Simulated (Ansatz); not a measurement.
# CdS (Greenockite) (P6_3mc) in Ansatz: reference runs

Reference runs on CdS (Greenockite): the cell as given.

All numbers are computed with Ansatz 0.2.0; they aren't measurements. Logs are shortened: lines on timing, memory, paths and dates and some standing lists are left out, and cuts for length are marked.

**The experiment to reproduce.**

From “Isotope dependence of band-gap energy”, 2008, arxiv:0807.2152, for a bulk crystal of CdS: band gap 2.5809 ± 0.0002 eV.

How close the calculation comes is told below.

## (1) Starting point

The structure is hexagonal, space group P6_3mc (No. 186). The conventional cell has a = 4.150 Å, b = 4.150 Å, c = 6.737 Å, α = 90.00°, β = 90.00°, γ = 120.00°. Around Cd (site symmetry 3m) lie 4 S at 2.53 to 2.54 Å. S (site symmetry 3m) is surrounded by 4 Cd at 2.53 to 2.54 Å.

## (2) Single point, PBEsol

Contents of input.yaml:

```yaml
crystal:
  lattice:
    - [4.15, 0.0, 0.0]
    - [-2.075, 3.5940054257, 0.0]
    - [0.0, 0.0, 6.737]
  atoms:
    - { symbol: Cd, position: [0.6666666667, 0.3333333333, 0.5] }
    - { symbol: Cd, position: [0.3333333333, 0.6666666667, 0.0] }
    - { symbol: S, position: [0.6666666667, 0.3333333333, 0.875] }
    - { symbol: S, position: [0.3333333333, 0.6666666667, 0.375] }
kpoints:
  mp_grid: { grid: [7, 7, 4] }
scf:
  occupations: { method: fermi_dirac, width: 0.05 }
hamiltonian:
  xc: pbesol
  pseudopotentials: { kind: all_electron, lapw: { basis_error: 0.001 } }
output:
  forces: true
  stress: true
  eigenvalues: true
  populations: true
```

Potentials or basis: all-electron LAPW, scalar-relativistic.

On the command line:

```
$ ansatz run input.yaml --threads 2 --pin off --max-ram 8192MiB --backend cpu --events-out ev --progress --plain --runs-dir out
```

Output:

```text
Warning: RAYON_NUM_THREADS=2 ignored (pool sized by the plan → 2); use --threads N
Cd: projections on atomic orbitals take those of the free atom 1s2 2s2 2p6 3s2 3p6 3d10 4s2 4p6 4d10 5s2, of charge +0.00 (hamiltonian.pseudopotentials.projection_atoms)
S: projections on atomic orbitals take those of the free atom 1s2 2s2 2p6 3s2 3p4, of charge +0.00 (hamiltonian.pseudopotentials.projection_atoms)
LAPW: plane waves up to 8.043 Å⁻¹, error target 1.0e-3 eV per atom; small_component_spin mean_spin; S in spheres of 1.097 Å, 14 of its electrons in bands, Dirac shells []; Cd in spheres of 1.430 Å, 20 of its electrons in bands, Dirac shells [] (how accurate: hamiltonian.pseudopotentials.lapw.basis_error, Limitations)
Engine: ansatz 0.2.0, x86_64-unknown-linux-gnu
Pseudopotentials: kind: all_electron
Pseudopotential: Cd, LAPW, valence charge 20, lapw/all_electron/scalar/gaussian/Cd, Koelling and Harmon's equation, gaussian nucleus
Pseudopotential: S, LAPW, valence charge 14, lapw/all_electron/scalar/gaussian/S, Koelling and Harmon's equation, gaussian nucleus
Functional definition: PBEsol
  exchange = pbesol_x
  correlation = pbesol_c
Crystal: 4 atoms, lattice volume = 100.483 Å³
Basis set: ecut = 246.4795433384039 eV, 881 PW (Γ), exchange–correlation at level 2
Bands: 41, of which v1, the nominal top of the filled ones, is band 34 counted from 1 (33 counted from 0)
Symmetry: 12 space group operations
Space group: P63mc (ITA 186), of the structure as read, at distance tolerance 4.6e-5 Å
k-points: 24 of 196 (time reversal used)
Non-local potential: Cd, projectors of the file, none
Non-local potential: S, projectors of the file, none
Initial density: superposition of atomic densities (chi_scale 0.1, normalization cell, long waves kept (reshape's long-wave potential 0.00 eV rms))
Initial wavefunctions: plane waves of lowest kinetic energy (no species holds an atomic orbital)
Functional: x = pbesol(κ = 0.804, μ = 0.12345679012345678), c = pbesol(β = 0.046)
iter 1 solved again at ethr=3.82e-3 eV; its pass at ethr=1.00e-1 eV (dr2=2.60e0 eV) is discarded
SCF iter   1: F=—  HF=-326024.720060 eV  |F-HF|=—  |Δ(HF+E_count)|=         —  Δρ=3.59e-2  dr2=2.60e0  ethr=3.82e-3  ⟨swp⟩=2.0  Hψ=6704  notcnv=0
preconditioner: auto → Resta (q_TF=auto, 2.556 Å⁻¹)  ε∞=4.8  [insulator: Δε(μ)=1.616 eV  Ē_g=11.461 eV  σ=0.050 eV  W_gap=1.00  n_scr=22 (ndim 8)  ℏωp=22.2 eV  f_vac=0.150  D(μ)=0.00/eV (n_scr^D=0)  ε∞_Penn≈4.8]
SCF iter   2: F=—  HF=-326023.802032 eV  |F-HF|=—  |Δ(HF+E_count)|=   9.18e-1  Δρ=1.48e-2  dr2=3.95e-1  ethr=3.82e-3  ⟨swp⟩=3.0  Hψ=2970  notcnv=0
SCF iter   3: F=—  HF=-326023.717941 eV  |F-HF|=—  |Δ(HF+E_count)|=   8.41e-2  Δρ=7.82e-3  dr2=1.09e-1  ethr=5.81e-4  ⟨swp⟩=2.0  Hψ=2898  notcnv=0
iter 4 solved again at ethr=1.10e-5 eV; its pass at ethr=1.61e-4 eV (dr2=7.46e-3 eV) is discarded
SCF iter   4: F=—  HF=-326023.700139 eV  |F-HF|=—  |Δ(HF+E_count)|=         —  Δρ=2.37e-3  dr2=7.43e-3  ethr=1.10e-5  ⟨swp⟩=2.0  Hψ=4917  notcnv=0
the basis was enlarged: its passes take 3.7 MiB over the memory plan, 2 of 2 planned eigensolver slots
SCF iter   5: F=—  HF=-326023.699078 eV  |F-HF|=—  |Δ(HF+E_count)|=   1.06e-3  Δρ=7.04e-4  dr2=5.00e-4  ethr=1.09e-5  ⟨swp⟩=2.0  Hψ=2734  notcnv=0
SCF iter   6: F=—  HF=-326023.699854 eV  |F-HF|=—  |Δ(HF+E_count)|=   7.75e-4  Δρ=2.30e-4  dr2=7.81e-5  ethr=7.35e-7  ⟨swp⟩=3.0  Hψ=2843  notcnv=0
SCF iter   7: F=—  HF=-326023.700030 eV  |F-HF|=—  |Δ(HF+E_count)|=   1.76e-4  Δρ=5.32e-5  dr2=5.52e-6  ethr=1.15e-7  ⟨swp⟩=3.0  Hψ=2929  notcnv=0
SCF iter   8: F=—  HF=-326023.700046 eV  |F-HF|=—  |Δ(HF+E_count)|=   1.58e-5  Δρ=1.74e-5  dr2=6.36e-7  ethr=8.12e-9  ⟨swp⟩=3.0  Hψ=2994  notcnv=0
SCF iter   9: F=-326023.700047 eV  HF=-326023.700047 eV  |F-HF|=1.47e-8  |Δ(HF+E_count)|=   6.53e-7  Δρ=3.03e-6  dr2=1.59e-8  ethr=9.36e-10  ⟨swp⟩=3.0  Hψ=2948  notcnv=0
SCF 1 converged in 9 iterations: F = -326023.700047 eV  dr2 = 1.59e-8
SCF converged after 9 iterations
Free energy (F): -326023.700047 eV
Harris-Foulkes:  -326023.700047 eV  (|F-HF|=1.47e-8)
Internal energy: -326023.700046 eV  (E = F + TS)
E sigma→0 (E₀):  -326023.700046 eV
Entropy (-TS):   -0.000001 eV (-0.000 meV/atom)
Fermi energy:    8.012518 eV
--- Per-component energies (eV) ---
  E_band       = -3469.114431
  E_kinetic    = 340560.884067
  E_xc         = -9637.169164
  E_electrostatic = -656947.414949  (all electrons and nuclei)
  E_smearing   = -0.000001  (= −TS)
  E_closure    = 0.000000  (closes the sum)
  E_atoms      = -326010.068184  (free atoms, spherical and without spin; not in F)
  Σ components = -326023.700047   (vs F -326023.700047, Δ=0.00e0)
  Basis errors (estimates in eV, not in F): energy 4.4e-4 per atom: plane waves 4.0e-4 (2.4e-4 summed), levels above the bands 6.4e-56, relativity 1.6e-8, radial functions 4.0e-5, core shells 2.2e-7; eigenvalues (radial functions only) 8.6e-7; not estimated: angular momenta, meshes, grids; target (lapw.basis_error) 1.0e-3; muffin-tin radii S 1.097 Å, Cd 1.430 Å
--- Forces (eV/Å), atoms counted from 1 ---
  atom   1  Cd     0.00000000     0.00000000    -0.06537362
  atom   2  Cd     0.00000000    -0.00000000    -0.06537362
  atom   3  S      0.00000000     0.00000000     0.06536521
  atom   4  S      0.00000000    -0.00000000     0.06536521
  max |Σ_I F_I| component: 1.68e-5 eV/Å
--- Stress (GPa, compression-positive) ---
       -1.143710      -0.000000      -0.000000
        0.000000      -1.143710      -0.000000
       -0.000000       0.000000      -0.573609
  P = ⅓ Tr σ = -0.9537 GPa (-9.537 kbar)
--- Band table (eV; the first three rows and the last of 24) ---
  k-point 0: bands = ["-196.6368", "-196.6368", "-141.6936", "-141.6936", "-141.6921", "-141.6921", "-141.6921", "-141.6921", "-93.7124", "-93.7124", "-54.8156", "-54.8156", "-54.8155", "-54.8155", "-54.8155", "-54.8149", "-4.8503", "-4.4108", "-0.2160", "-0.1933", "-0.1933", "-0.1071", "-0.1071", "0.2110", "0.2110", "0.3022", "0.3022", "0.6365", "3.0535", "6.6863", "6.6863", "7.4097", "7.4542", "7.4542", "8.5106", "10.1197", "13.8110", "13.8110", "14.1342", "14.9177", "14.9177"]
  k-point 1: bands = ["-196.6368", "-196.6368", "-141.6936", "-141.6936", "-141.6921", "-141.6921", "-141.6921", "-141.6921", "-93.7124", "-93.7124", "-54.8156", "-54.8156", "-54.8155", "-54.8155", "-54.8154", "-54.8150", "-4.7846", "-4.4728", "-0.1841", "-0.1841", "-0.1716", "-0.1233", "-0.1233", "0.2273", "0.2273", "0.2919", "0.2919", "0.3636", "3.6713", "6.3846", "6.7921", "6.7921", "7.3345", "7.3345", "9.4259", "10.1940", "13.6377", "13.8804", "13.8804", "14.3858", "14.6295"]
  k-point 2: bands = ["-196.6368", "-196.6368", "-141.6936", "-141.6936", "-141.6921", "-141.6921", "-141.6921", "-141.6921", "-93.7124", "-93.7124", "-54.8156", "-54.8156", "-54.8156", "-54.8156", "-54.8152", "-54.8152", "-4.6269", "-4.6269", "-0.1572", "-0.1572", "-0.1572", "-0.1572", "0.0058", "0.0058", "0.2626", "0.2626", "0.2626", "0.2626", "4.9592", "4.9592", "7.0564", "7.0564", "7.0564", "7.0564", "10.1801", "10.1801", "13.4980", "13.4980", "14.1600", "14.1600", "14.1600"]
  k-point 23: bands = ["-196.6368", "-196.6368", "-141.6936", "-141.6936", "-141.6921", "-141.6921", "-141.6921", "-141.6921", "-93.7124", "-93.7124", "-54.8160", "-54.8160", "-54.8158", "-54.8158", "-54.8151", "-54.8151", "-4.3254", "-4.3254", "-0.0341", "-0.0341", "0.0013", "0.0013", "0.1888", "0.1888", "0.2534", "0.2534", "0.7453", "0.7453", "3.4678", "3.4678", "5.1776", "5.1776", "6.3124", "6.3124", "11.6706", "11.6706", "13.3347", "13.3347", "13.8865", "13.8865", "15.9891"]
--- Löwdin populations: 4 sites ---
  site symbol       q [e]
     0     Cd     46.7326
     1     Cd     46.7326
     2      S     17.0712
     3      S     17.0712
  spilling = 0.003065 (of n_electrons = 128.000000)
```

Wall time 21 s (2 threads of AMD EPYC 7R43 (Zen 3), shared host); peak memory 0.45 GiB.

Results:

* Free energy: -326023.7000 eV
* Pressure: -1.0 GPa
* Largest force: 0.065 eV/Å
* Band gap on the k mesh: 1.06 eV, direct
* Loewdin charges: Cd +1.27; S -1.07 e

Forces on the atoms (eV/Å):
```
Cd   0.000  0.000 -0.065
Cd   0.000  0.000 -0.065
S    0.000  0.000  0.065
S    0.000  0.000  0.065
```

Stress tensor (GPa, compression positive):
```
-1.14  0.00  0.00
 0.00 -1.14  0.00
 0.00  0.00 -0.57
```

Levels at points of the mesh, in eV from the valence-band top:
| k point | band 32 | band 33 | band 34 | band 35 | band 36 | band 37 |
| --- | --- | --- | --- | --- | --- | --- |
| (0.00, 0.00, 0.00) | -0.04 | 0.00 | 0.00 | 1.06 | 2.67 | 6.36 |
| (0.00, 0.00, -0.50) | -0.40 | -0.40 | -0.40 | 2.73 | 2.73 | 6.04 |

Caveat: the atomic charges don't sum to the cell's charge.

## (3) Against experiment

Step 2. Against the measured gap of CdS, 2.5809 eV (quoted in “Isotope dependence of band-gap energy”, 2008, arxiv:0807.2152), the calculated 1.06 eV is off by -1.52 eV. So large a miss can be the level of theory's own, or it may mean another phase, state or a wrong row. Spin-orbit coupling on Cd is left out. The value is that of PBEsol, without temperature or zero-point motion. Semilocal functionals fall short of measured gaps as a rule.
